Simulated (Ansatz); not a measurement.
## How much do the gradients of CO₂ depend on the method?

Cell: a computed structure from the Materials Project (it need not be an observed phase), atoms as given.

Space group P4_12_12 (No. 92); a = 5.0693, c = 7.2320 Å.

| site | Wyckoff | site symmetry | x | y | z |
| --- | --- | --- | --- | --- | --- |
| C | 4a | ..2 | 0.9888 | 0.0112 | 0.7500 |
| O | 8b | 1 | 0.6750 | 0.3476 | 0.4927 |

One atom of each set is listed.

First run. Method: Kohn–Sham DFT in Ansatz, PBE, plane waves and PAW, scalar-relativistic, 420 eV cutoff, Γ-centred 5×5×4 k-points, Fermi–Dirac smearing 0.02 eV.

| site | V_zz (10²¹ V/m²) | η |
| --- | --- | --- |
| C | -2.86 | 0.04 |
| O | 7.49 | 0.08 |

Second run. The same atoms and settings, except that the functional is r2SCAN and the cutoff is 500 eV.

Task: What does the second run give?

Result: 

```csv
site,V_zz,η,change of V_zz
C,-3.48,0.03,-0.62
O,8.06,0.08,+0.57
```

The largest change of V_zz is on C, from -2.86 to -3.48. In per cent, |V_zz| changes by +22 on C, +8 on O (all sites that start above 0.5).

For the first run: The largest force is 0.6 eV/Å, so the atoms aren't at the calculated equilibrium and relaxing them would move these values. A computed database structure should lie near equilibrium, so this entry is doubtful.
For the second run: At this cell the principal stresses reach 6 GPa in size with r2SCAN, which can matter for small gradients. The largest force is 1.5 eV/Å, so the atoms aren't at the calculated equilibrium and relaxing them would move these values.
